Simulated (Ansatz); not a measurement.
Theory: DFT PBE, scalar-relativistic, plane waves, PAW (Ansatz). Settings: cutoff 420 eV, Γ-centred meshes spaced at most about 0.3 Å⁻¹, and about 0.25 Å⁻¹ or finer for metals (2π included), Gaussian smearing. No spin polarisation.

Temperature and zero-point effects are left out.

Two relaxed structures of Al₂Cu₃:

A.

```yaml
crystal:
  lattice:
    - [2.08396, 1.20317, 4.33198]
    - [-2.08396, 1.20317, 4.33198]
    - [0.00000, -2.40635, 4.33198]
  atoms:
    - { symbol: Al, position: [0.89700, 0.89700, 0.89700] }
    - { symbol: Al, position: [0.10300, 0.10300, 0.10300] }
    - { symbol: Cu, position: [0.30144, 0.30144, 0.30144] }
    - { symbol: Cu, position: [0.69856, 0.69856, 0.69856] }
    - { symbol: Cu, position: [0.50000, 0.50000, 0.50000] }
```

B.

```yaml
crystal:
  lattice:
    - [2.73938, 0.00000, 0.00000]
    - [-1.36969, 2.37237, 0.00000]
    - [0.00000, 0.00000, 20.91304]
  atoms:
    - { symbol: Al, position: [0.33333, 0.66667, 0.94399] }
    - { symbol: Al, position: [0.33333, 0.66667, 0.55601] }
    - { symbol: Al, position: [0.66667, 0.33333, 0.05601] }
    - { symbol: Al, position: [0.66667, 0.33333, 0.44399] }
    - { symbol: Cu, position: [0.33333, 0.66667, 0.75000] }
    - { symbol: Cu, position: [0.33333, 0.66667, 0.15353] }
    - { symbol: Cu, position: [0.33333, 0.66667, 0.34647] }
    - { symbol: Cu, position: [0.66667, 0.33333, 0.84647] }
    - { symbol: Cu, position: [0.66667, 0.33333, 0.25000] }
    - { symbol: Cu, position: [0.66667, 0.33333, 0.65353] }
```

Question: Which is lower in energy, and by how much?

Answer: A is lower, by 170 meV/atom. A has Al and Cu ordered on bcc sites, space group R-3m (No. 166), 13.0 Å³/atom and no gap on its mesh; B has Al and Cu ordered on hcp sites, space group P6_3/mmc (No. 194), 13.6 Å³/atom and no gap. Counting all near atoms (those within 1.25 times the shortest distance at each site; a plus sign parts nearer from farther groups), A has Al 14, Cu 8+6 and B has Al 12, Cu 12. The denser one is the lower, and pressure would at first widen the difference. In A, around Al lie 7 Cu at 2.54–2.58 Å, 1 Al at 2.68 Å, 3 Al at 2.92 Å and 3 Cu at 2.98 Å; around Cu on a site of symmetry 3m lie 4 Cu at 2.55–2.58 Å, 4 Al at 2.58 Å, 3 Cu at 2.98 Å and 3 Al at 2.98 Å; Cu on a site of symmetry -3m is surrounded by 6 Al at 2.54 Å, 2 Cu at 2.58 Å and 6 Cu at 2.98 Å. In B, around Al lie 3 Cu at 2.58 Å and 9 Al at 2.74–2.83 Å; Cu on a site of symmetry -6m2 has 6 Cu at 2.56 Å and 6 Cu at 2.74 Å; Cu on a site of symmetry 3m has 3 Cu at 2.56 Å, 3 Al at 2.58 Å and 6 Cu at 2.74 Å. Both come from invented guesses.

Cells relaxed within their symmetry can be saddle points.
